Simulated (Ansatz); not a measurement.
Runs of Ansatz 0.2.0 on BP. It takes space group F-43m (No. 216, cubic). The conventional cell has a = 4.538 Å, b = 4.538 Å, c = 4.538 Å, α = 90.00°, β = 90.00°, γ = 90.00°. P (site symmetry -43m) has 4 B at 1.97 Å as nearest neighbours. Around B (site symmetry -43m) lie 4 P at 1.97 Å. 

| task | level | cell | k mesh | cutoff (eV) | smearing | driver | eos | points for each segment of the path | mesh quality | gap on the mesh (eV) | pressure (GPa) | V0 of scaled cells (Å³/atom) | B0 (GPa) |
| --- | --- | --- | --- | --- | --- | --- | --- | --- | --- | --- | --- | --- | --- |
| single point | LDA | as given | 10 × 10 × 10 | 420 | gaussian 0.05 eV | - | - | - | not flagged | 1.19 | -5.2 | - | - |
| electric field gradients | LC-wPBE | as given | 6 × 6 × 6 | 420 | methfessel-paxton 0.05 eV | - | - | - | not flagged | 6.71 | - | - | - |
| equation of state | CAM-B3LYP | as given | 5 × 5 × 5 | 420 | fermi-dirac 0.05 eV | - | - | - | coarse | - | - | 11.65 | 174 |
| equation of state | BLYP+D3(BJ) | as given | 10 × 10 × 10 | 420 | fermi-dirac 0.05 eV | - | - | - | not flagged | - | - | 11.43 | (a) |
| relaxation of cell and atoms | PBEsol | relaxed | 10 × 10 × 10 | 420 | fermi-dirac 0.05 eV | - | - | - | not flagged | 1.12 | 0.0 | - | - |
| equation of state | BLYP | as given | 10 × 10 × 10 | 420 | cold 0.1 eV | calculator | birch | - | not flagged | - | - | 12.13 | 148 |
| band structure | r2SCAN50 | as given | 5 × 5 × 5 | 500 | fermi-dirac 0.05 eV | - | - | 4 | coarse | (b) | - | - | - |
| equation of state | HSE03 | as given | 5 × 5 × 5 | 420 | fermi-dirac 0.05 eV | - | - | - | coarse | - | - | 11.62 | 173 |

Alike in all rows: potentials or basis Ansatz PAW; no spin polarisation.

Task: Estimate the missing entries.

Result: (a) 167; (b) 4.17.

Caveats: some runs use coarse meshes; the PAW data sets come from PBE, with cores solved anew for the run's functional, which leaves a small shift of forces and pressure; the potentials were made for another functional, which shifts forces and pressure (some runs); the plane-wave basis is chosen anew once the cell has moved, so the energies of steps on either side of that aren't comparable (some runs).

A k mesh can miss the band edges.

Not every run made on this cell is shown here.
